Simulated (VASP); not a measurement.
# C (P6_3/mmc) in VASP: further runs

One crystal, C, is run at these levels: PBE, LDA, PBEsol; tasks: single point, relaxation of cell and atoms.

The COD entry that gives the cell may itself be a prediction, so a difference from it is no test against experiment.

Everything below comes from runs of VASP 6.6.1. Logs are shortened: lines on timing, memory, paths and dates and some standing lists are left out, and cuts for length are marked.

**1. The crystal as given**

The structure is hexagonal, space group P6_3/mmc (No. 194). Conventional cell: a = 2.522 Å, b = 2.522 Å, c = 8.237 Å, α = 90.00°, β = 90.00°, γ = 120.00°. Around C (site symmetry 3m) lie 4 C at 1.54 Å. C (site symmetry 3m) is surrounded by 4 C at 1.54 Å.

This is a hexagonal form of diamond, not graphite.

**2. Single point, PBE**

Contents of INCAR:

```
ALGO = Normal ; EDIFF = 1E-6
ENCUT = 520 ; GGA = PE
ISIF = 2 ; ISMEAR = 0
LASPH = True ; LCHARG = True
LELF = True ; LREAL = False
LVHAR = True ; LWAVE = False
NELM = 60 ; PREC = Accurate
SIGMA = 0.011
```

Contents of KPOINTS:

```
k-points
0
Gamma
  12 12 4
```

Contents of POSCAR:

```
C
1.0
    2.5221000000      0.0000000000      0.0000000000
   -1.2610500000      2.1842026709      0.0000000000
    0.0000000000      0.0000000000      8.2371000000
C
8
Direct
    0.6666666667      0.3333333333      0.8437500000
    0.3333333333      0.6666666667      0.3437500000
    0.6666666667      0.3333333333      0.6562500000
    0.3333333333      0.6666666667      0.1562500000
    0.0000000000      0.0000000000      0.9062500000
    0.0000000000      0.0000000000      0.4062500000
    0.0000000000      0.0000000000      0.5937500000
    0.0000000000      0.0000000000      0.0937500000
```

Potentials or basis: VASP PAW PBE potentials, release 64 (C).

The run is started by

```
$ cat potpaw_PBE.64/C/POTCAR > POTCAR
$ mpirun -np 1 vasp_std > vasp.out
```

OUTCAR:

```text
EDIFF = 1E-6
   ENCUT = 520
   GGA = PE
   ISIF = 2
   ISMEAR = 0
   LASPH = True
   LREAL = False
   NELM = 60
   PREC = Accurate

 ion  position               nearest neighbor table
   1  0.667  0.333  0.844-   3 1.54   5 1.54   5 1.54   5 1.54
   2  0.333  0.667  0.344-   4 1.54   6 1.54   6 1.54   6 1.54
   3  0.667  0.333  0.656-   1 1.54   7 1.54   7 1.54   7 1.54
   4  0.333  0.667  0.156-   2 1.54   8 1.54   8 1.54   8 1.54
   5  0.000  0.000  0.906-   8 1.54   1 1.54   1 1.54   1 1.54
   6  0.000  0.000  0.406-   7 1.54   2 1.54   2 1.54   2 1.54
   7  0.000  0.000  0.594-   6 1.54   3 1.54   3 1.54   3 1.54
   8  0.000  0.000  0.094-   5 1.54   4 1.54   4 1.54   4 1.54

  LATTYP: Found a hexagonal cell.
 ALAT       =     2.5221000000
 C/A-ratio  =     3.2659688355

  Lattice vectors:

 A1 = (   2.5221000000,   0.0000000000,   0.0000000000)
 A2 = (  -1.2610500000,   2.1842026709,   0.0000000000)
 A3 = (   0.0000000000,   0.0000000000,   8.2371000000)

Analysis of symmetry for initial positions (statically):
=====================================================================
 Subroutine PRICEL returns:
 Original cell was already a primitive cell.

 Routine SETGRP: Setting up the symmetry group for a
 hexagonal supercell.

 Subroutine GETGRP returns: Found 24 space group operations
 (whereof 12 operations were pure point group operations)
 out of a pool of 24 trial point group operations.

The static configuration has the point symmetry D_3d.
 The point group associated with its full space group is D_6h.

Analysis of symmetry for dynamics (positions and initial velocities):
=====================================================================
 Subroutine PRICEL returns:
 Original cell was already a primitive cell.

 Routine SETGRP: Setting up the symmetry group for a
 hexagonal supercell.

 Subroutine GETGRP returns: Found 24 space group operations
 (whereof 12 operations were pure point group operations)
 out of a pool of 24 trial point group operations.

The dynamic configuration has the point symmetry D_3d.
 The point group associated with its full space group is D_6h.

 Subroutine INISYM returns: Found 24 space group operations
 (whereof 12 operations are pure point group operations),
 and found     1 'primitive' translations

----------------------------------------------------------------------------------------

                                     Primitive cell

  volume of cell :      45.3764

  direct lattice vectors                    reciprocal lattice vectors
     2.522100000  0.000000000  0.000000000     0.396494984  0.228916486  0.000000000
    -1.261050000  2.184202671  0.000000000     0.000000000  0.457832972  0.000000000
     0.000000000  0.000000000  8.237100000     0.000000000  0.000000000  0.121401950

  length of vectors
     2.522100000  2.522100000  8.237100000     0.457832972  0.457832972  0.121401950

  position of ions in fractional coordinates (direct lattice)
     0.666666667  0.333333333  0.843750000
     0.333333333  0.666666667  0.343750000
     0.666666667  0.333333333  0.656250000
     0.333333333  0.666666667  0.156250000
     0.000000000  0.000000000  0.906250000
     0.000000000  0.000000000  0.406250000
     0.000000000  0.000000000  0.593750000
     0.000000000  0.000000000  0.093750000

  ion indices of the primitive-cell ions
   primitive index   ion index
                 1           1
                 2           2
                 3           3
                 4           4
                 5           5
                 6           6
                 7           7
                 8           8

----------------------------------------------------------------------------------------

 KPOINTS: k-points

Automatic generation of k-mesh.
 Grid dimensions read from file:
 generate k-points for:   12   12    4

 Generating k-lattice:

  Cartesian coordinates                     Fractional coordinates (reciprocal lattice)
     0.033041249  0.019076374  0.000000000     0.083333333  0.000000000  0.000000000
     0.000000000  0.038152748  0.000000000     0.000000000  0.083333333  0.000000000
     0.000000000  0.000000000  0.030350487     0.000000000  0.000000000  0.250000000

  Length of vectors
     0.038152748  0.038152748  0.030350487

  Shift w.r.t. Gamma in fractional coordinates (k-lattice)
     0.000000000  0.000000000  0.000000000

 Subroutine IBZKPT returns following result:
 ===========================================

 Found     57 irreducible k-points:

 Following reciprocal coordinates:
            Coordinates               Weight
  0.000000  0.000000  0.000000      1.000000
  0.083333  0.000000  0.000000      6.000000
  0.166667  0.000000  0.000000      6.000000
  0.250000  0.000000  0.000000      6.000000
  0.333333  0.000000  0.000000      6.000000
  0.416667  0.000000  0.000000      6.000000
[... 16 lines left out ...]
  0.250000  0.000000  0.250000     12.000000
  0.333333  0.000000  0.250000     12.000000
 [... further k-points ...]
   k-points           NKPTS =     57   k-points in BZ     NKDIM =     57   number of bands    NBANDS=     21
   number of dos      NEDOS =    301   number of ions     NIONS =      8
   total plane-waves  NPLWV =  25600
   dimension x,y,z NGX =    20 NGY =   20 NGZ =   64
   dimension x,y,z NGXF=    40 NGYF=   40 NGZF=  128
   ions per type =               8
   NGX,Y,Z   is equivalent  to a cutoff of  13.18, 13.18, 12.92 a.u.
   NGXF,Y,Z  is equivalent  to a cutoff of  26.37, 26.37, 25.83 a.u.
 SYSTEM =  unknown system
   PREC   = accura    normal or accurate (medium, high low for compatibility)
   ISTART =      0    job   : 0-new  1-cont  2-samecut
   ICHARG =      2    charge: 1-file 2-atom 10-const
   ISPIN  =      1    spin polarized calculation?
   LNONCOLLINEAR =      F non collinear calculations
   LSORBIT =      F    spin-orbit coupling
   LASPH  =      T    aspherical Exc in radial PAW
   ENCUT  =  520.0 eV  38.22 Ry    6.18 a.u.   4.69  4.69 15.32*2*pi/ulx,y,z
   NELM   =     60;   NELMIN=  2; NELMDL= -5     # of ELM steps
   EDIFF  = 0.1E-05   stopping-criterion for ELM
   LREAL  =      F    real-space projection
   EDIFFG = 0.1E-04   stopping-criterion for IOM
   NSW    =      0    number of steps for IOM
   IBRION =     -1    ionic relax: 0-MD 1-quasi-New 2-CG
   NFREE  =      0    steps in history (QN), initial steepest desc. (CG)
   ISIF   =      2    stress and relaxation
   ISYM   =      2    0-nonsym 1-usesym 2-fastsym
   POTIM  = 0.5000    time-step for ionic-motion
   TEBEG  =    0.0;   TEEND  =   0.0 temperature during run
   PSTRESS=    0.0 pullay stress
   NELECT =      32.0000    total number of electrons
   NUPDOWN=      -1.0000    fix difference up-down
   EMIN   =  10.00;   EMAX   =-10.00  energy-range for DOS
   EFERMI =   0.00;   METHOD = LEGACY
   ISMEAR =     0;   SIGMA  =   0.01  broadening in eV -4-tet -1-fermi 0-gaus
   EFERMI_NEDOS =   21; number of points for ismear=-14 and -15
   IALGO  =     38    algorithm
   IMIX   =      4    mixing-type and parameters
     AMIX     =   0.40;   BMIX     =  1.00
     AMIX_MAG =   1.60;   BMIX_MAG =  1.00
  volume/ion in A,a.u.               =       5.67        38.28
  Fermi-wavevector in a.u.,A,eV,Ry     =   1.457186  2.753682 28.890486  2.123391
  Thomas-Fermi vector in A             =   2.574017
   LORBIT       =      0    0 simple, 1 ext, 2 COOP (PROOUT), +10 PAW based schemes
   GGA     = PE    functional components
   LHFCALC =     F    Hartree Fock is set to
   AEXX    =    0.0000 exact exchange contribution
   IVDW    =     0    specifies the selected vdW correction
   LEPSILON=     F    determine dielectric tensor
   LRPA    =     F    only Hartree local field effects (RPA)
 non-spin polarized calculation
 Gauss-broadening in eV      SIGMA  =   0.01
  energy-cutoff  :      520.00
  volume of cell :       45.38
 maximum number of plane-waves:      1242
 NGX is ok and might be reduce to    20
   NGX =  9   NGY =  9   NGZ = 31

 number of electron      31.9999995 magnetization

 Free energy of the ion-electron system (eV)
  ---------------------------------------------------
  ext. energy  EPLUGINS =         0.00000000
  ---------------------------------------------------
  free energy    TOTEN  =       -72.64805484 eV

  energy without entropy =      -72.64805484  energy(sigma->0) =      -72.64805484

 E-fermi :   9.9771     XC(G=0): -13.2480

 val. band max:        9.8674832183   @ k =   0.0000   0.0000   0.0000
 cond. band min:      14.2800104494   @ k =   0.4167   0.0000   0.0000
 fundamental gap:      4.4125272312
 Fermi energy:         9.9771447686

 k-point     1 :       0.0000    0.0000    0.0000
  band No.  band energies     occupation
      1     -11.7606      2.00000
      2     -10.0661      2.00000
      3     -10.0158      2.00000
      4      -5.9494      2.00000
      5      -3.6617      2.00000
      6       3.1290      2.00000
[... 13 lines left out ...]
     20      16.8645      0.00000
     21      16.9310      0.00000

 k-point     2 :       0.0833    0.0000    0.0000
  band No.  band energies     occupation
      1     -11.5899      2.00000
      2      -9.8988      2.00000
      3      -9.8477      2.00000
      4      -5.7972      2.00000
      5      -3.5050      2.00000
      6       3.2081      2.00000
[... 13 lines left out ...]
     20      16.7961      0.00000
     21      17.4299      0.00000
[... 487 lines left out ...]
      5      -1.4744      2.00000
      6       1.4683      2.00000
[... 13 lines left out ...]
     20      17.5234      0.00000
     21      17.5995      0.00000

 k-point    24 :       0.3333    0.0000    0.2500
  band No.  band energies     occupation
      1      -8.9729      2.00000
      2      -8.1385      2.00000
      3      -6.5123      2.00000
      4      -4.3107      2.00000
      5      -1.3714      2.00000
      6      -0.3642      2.00000
[... 13 lines left out ...]
     20      17.4189      0.00000
     21      17.9461      0.00000

 [... further k-points ...]

------------------------ aborting loop because EDIFF is reached ----------------------------------------

  FORCE on cell =-STRESS in cart. coord.  units (eV):
  Direction    XX          YY          ZZ          XY          YZ          ZX
  --------------------------------------------------------------------------------------
  -------------------------------------------------------------------------------------
  Total       -0.3322406     -0.3322406      3.1524196      0.0000000      0.0000000      0.0000000
  in kB      -11.7309632    -11.7309632    111.3076521      0.0000000      0.0000000      0.0000000
  external PRESSURE =      29.2819085 kB  Pullay stress =       0.0000000 kB

 VOLUME and BASIS-vectors are now :
 -----------------------------------------------------------------------------
  energy-cutoff  :      520.00
  volume of cell :       45.38
      direct lattice vectors                 reciprocal lattice vectors
     2.522100000  0.000000000  0.000000000     0.396494984  0.228916486  0.000000000
    -1.261050000  2.184202671  0.000000000     0.000000000  0.457832972  0.000000000
     0.000000000  0.000000000  8.237100000     0.000000000  0.000000000  0.121401950

 POSITION                                       TOTAL-FORCE (eV/Angst)
 -----------------------------------------------------------------------------------
      1.26105      0.72807      6.95005        -0.000000      0.000000      0.319649
     -0.00000      1.45614      2.83150         0.000000     -0.000000      0.319649
      1.26105      0.72807      5.40560        -0.000000      0.000000     -0.319649
     -0.00000      1.45614      1.28705         0.000000     -0.000000     -0.319649
      0.00000      0.00000      7.46487        -0.000000     -0.000000      0.328669
      0.00000      0.00000      3.34632         0.000000     -0.000000      0.328669
      0.00000      0.00000      4.89078        -0.000000     -0.000000     -0.328669
      0.00000      0.00000      0.77223         0.000000     -0.000000     -0.328669
 -----------------------------------------------------------------------------------
    total drift:                               -0.000000      0.000000      0.000000

  FREE ENERGIE OF THE ION-ELECTRON SYSTEM (eV)
  ---------------------------------------------------
  free  energy   TOTEN  =       -72.6480548357 eV

  energy  without entropy=      -72.6480548357  energy(sigma->0) =      -72.64805484
```

It took 20 s on 1 thread of Intel Xeon 6975P-C (Granite Rapids), shared host; peak memory 0.17 GiB.

What came out:

* Free energy: -72.6481 eV
* Pressure: 2.9 GPa
* Largest force: 0.329 eV/Å
* Band gap on the k mesh: 4.41 eV, indirect (least direct gap 5.18 eV)

Forces in eV/Å, atoms in the order of the input:
```
C    0.000  0.000  0.320
C    0.000  0.000  0.320
C    0.000  0.000 -0.320
C    0.000  0.000 -0.320
C    0.000  0.000  0.329
C    0.000  0.000  0.329
C    0.000  0.000 -0.329
C    0.000  0.000 -0.329
```

Levels at points of the mesh, in eV from the valence-band top:
```tsv
k point	band 14	band 15	band 16	band 17	band 18	band 19
(0.00, 0.00, 0.00)	-0.22	0.00	0.00	5.18	5.18	5.71
(0.50, 0.00, 0.00)	-4.54	-3.70	-2.93	4.46	5.60	5.86
(0.00, 0.00, 0.50)	-0.68	-0.68	-0.68	5.97	5.97	5.97
(0.50, 0.00, 0.50)	-4.72	-3.66	-3.66	4.82	4.82	7.11
```

A k mesh can miss the band edges. A hybrid or GW would open this gap; PBE tends to underestimate it.

**3. Relaxation of cell and atoms, PBE**

Contents of INCAR:

```
PREC = Accurate
ENCUT = 600
EDIFF = 1E-6
ISMEAR = -1
SIGMA = 0.05
LREAL = False
LASPH = True
NELM = 100
ALGO = Normal
ISIF = 3
LWAVE = False
LCHARG = False
GGA = PE
IBRION = 2
NSW = 60
EDIFFG = -0.01
```

Contents of KPOINTS:

```
Automatic mesh
0
Gamma
  12 12 4
```

POSCAR is that of step 2.

Potentials or basis: VASP PAW PBE potentials, release 64 (C).

The run is started by

```
$ cat potpaw_PBE.64/C/POTCAR > POTCAR
$ mpirun -np 1 vasp_std > vasp.out
```

Run time: 76 s. Hardware: 1 thread of Intel Xeon 6975P-C (Granite Rapids), shared host; peak memory 0.19 GiB.

Results (log left out):

| Item | Value |
| --- | --- |
| Free energy | -72.6878 eV |
| Relaxed volume | 5.70 Å³/atom |
| Relaxed cell | a = 2.518 Å, b = 2.518 Å, c = 8.304 Å, α = 90.00°, β = 90.00°, γ = 120.00° |
| Space group after relaxing (to 0.05 Å) | P6_3/mmc (No. 194) |
| Energy gained by relaxing | 2.6 meV/atom |
| Ionic steps | 6 |
| Pressure after relaxing | 0.0 GPa |
| Largest force after relaxing | 0.004 eV/Å |
| Band gap on the k mesh | 4.53 eV, indirect (least direct gap 5.29 eV) |

Forces in eV/Å, atoms in the order of the input:
```
C    0.000  0.000  0.004
C    0.000  0.000  0.004
C    0.000  0.000 -0.004
C    0.000  0.000 -0.004
C    0.000  0.000  0.001
C    0.000  0.000  0.001
C    0.000  0.000 -0.001
C    0.000  0.000 -0.001
```

Step by step:
| step | energy change (eV) | largest force (eV/Å) | pressure (GPa) | volume (Å³) |
| --- | --- | --- | --- | --- |
| 1 | 0.0000 | 0.3284 | 2.25 | 45.38 |
| 2 | 0.0130 | 0.4683 | -2.49 | 45.90 |
| 3 | -0.0204 | 0.0443 | 0.01 | 45.60 |
| 4 | -0.0204 | 0.0371 | 0.05 | 45.60 |
| 5 | -0.0204 | 0.0402 | -0.06 | 45.61 |
| 6 | -0.0206 | 0.0041 | -0.01 | 45.60 |

Final structure:
```
CELL_PARAMETERS angstrom
2.51813 0.00000 0.00000
-1.25906 2.18076 0.00000
0.00000 0.00000 8.30413
ATOMIC_POSITIONS crystal
C 0.66667 0.33333 0.84445
C 0.33333 0.66667 0.34445
C 0.66667 0.33333 0.65555
C 0.33333 0.66667 0.15555
C 0.00000 0.00000 0.90702
C 0.00000 0.00000 0.40702
C 0.00000 0.00000 0.59298
C 0.00000 0.00000 0.09298
```

Levels at points of the mesh, in eV from the valence-band top:
```tsv
k point	band 14	band 15	band 16	band 17	band 18	band 19
(0.00, 0.00, 0.00)	-0.22	0.00	0.00	5.29	5.29	5.46
(0.50, 0.00, 0.00)	-4.65	-3.66	-2.95	4.60	5.57	5.98
(0.00, 0.00, 0.50)	-0.65	-0.65	-0.65	6.06	6.06	6.06
(0.50, 0.00, 0.50)	-4.71	-3.64	-3.64	4.94	4.94	6.98
```

**4. Relaxation of cell and atoms, LDA**

Contents of INCAR:

```
SYSTEM = C
PREC     = Accurate       ! precision mode
ENCUT    = 600            ! plane-wave cutoff, eV
EDIFF    = 1E-7           ! SCF threshold, eV
ISMEAR   = -1             ! smearing method
SIGMA    = 0.05           ! smearing width, eV
LREAL    = .FALSE.        ! projectors in reciprocal space
LASPH    = .TRUE.         ! aspherical terms in the spheres
NELM     = 60             ! most SCF steps
ALGO     = Normal         ! electronic algorithm
ISIF     = 3              ! what is computed and relaxed
LWAVE    = .FALSE.        ! write WAVECAR
LCHARG   = .FALSE.        ! write CHGCAR
GGA      = CA             ! functional
IBRION   = 2              ! ionic algorithm
NSW      = 60             ! ionic steps
EDIFFG   = -0.01          ! ionic threshold
```

Contents of KPOINTS:

```
Automatic mesh
0
G
  12 12 4
  0 0 0
```

POSCAR is that of step 3.

Potentials or basis: VASP PAW LDA potentials, release 64 (C).

The run is started by

```
$ cat potpaw_LDA.64/C/POTCAR > POTCAR
$ mpirun -np 1 vasp_std > vasp.out
```

Run time: 1.7 min. Hardware: 1 thread of Intel Xeon 6975P-C (Granite Rapids), shared host; peak memory 0.17 GiB.

It converged, with:

```yaml
Free_energy: -80.9423 eV
Relaxed_volume: 5.52 Å³/atom
Relaxed_cell: a = 2.491 Å, b = 2.491 Å, c = 8.219 Å, α = 90.00°, β = 90.00°, γ = 120.00°
Space_group_after_relaxing_to_0.05_Å: P6_3/mmc (No. 194)
Energy_gained_by_relaxing: 8.2 meV/atom
Ionic_steps: 8
Pressure_after_relaxing: 0.0 GPa
Band_gap_on_the_k_mesh: 4.58 eV, indirect (least direct gap 5.32 eV)
```

Forces in eV/Å, atoms in the order of the input:
```
C    0.000  0.000 -0.001
C    0.000  0.000 -0.001
C    0.000  0.000  0.001
C    0.000  0.000  0.001
C    0.000  0.000  0.002
C    0.000  0.000  0.002
C    0.000  0.000 -0.002
C    0.000  0.000 -0.002
```

Step by step:
| step | energy change (eV) | largest force (eV/Å) | pressure (GPa) | volume (Å³) |
| --- | --- | --- | --- | --- |
| 1 | 0.0000 | 0.3313 | -11.83 | 45.38 |
| 2 | 0.0494 | 0.5843 | 17.45 | 42.67 |
| 3 | -0.0656 | 0.0546 | -0.18 | 44.19 |
| 4 | -0.0656 | 0.0626 | 0.07 | 44.17 |
| 5 | -0.0655 | 0.0786 | 0.24 | 44.15 |
| 6 | -0.0657 | 0.0138 | 0.14 | 44.16 |
| 7 | -0.0657 | 0.0220 | -0.12 | 44.18 |
| 8 | -0.0658 | 0.0022 | 0.03 | 44.17 |

Final structure:
```
CELL_PARAMETERS angstrom
2.49110 0.00000 0.00000
-1.24555 2.15735 0.00000
0.00000 0.00000 8.21889
ATOMIC_POSITIONS crystal
C 0.66667 0.33333 0.84445
C 0.33333 0.66667 0.34445
C 0.66667 0.33333 0.65555
C 0.33333 0.66667 0.15555
C 0.00000 0.00000 0.90705
C 0.00000 0.00000 0.40705
C 0.00000 0.00000 0.59295
C 0.00000 0.00000 0.09295
```

Levels at points of the mesh, in eV from the valence-band top:
```csv
k point,band 14,band 15,band 16,band 17,band 18,band 19
"(0.00, 0.00, 0.00)",-0.24,0.00,0.00,5.32,5.32,5.49
"(0.50, 0.00, 0.00)",-4.77,-3.78,-3.03,4.64,5.63,6.02
"(0.00, 0.00, 0.50)",-0.67,-0.67,-0.67,6.10,6.10,6.10
"(0.50, 0.00, 0.50)",-4.84,-3.75,-3.75,4.98,4.98,6.98
```

[end of part 1 of 2]
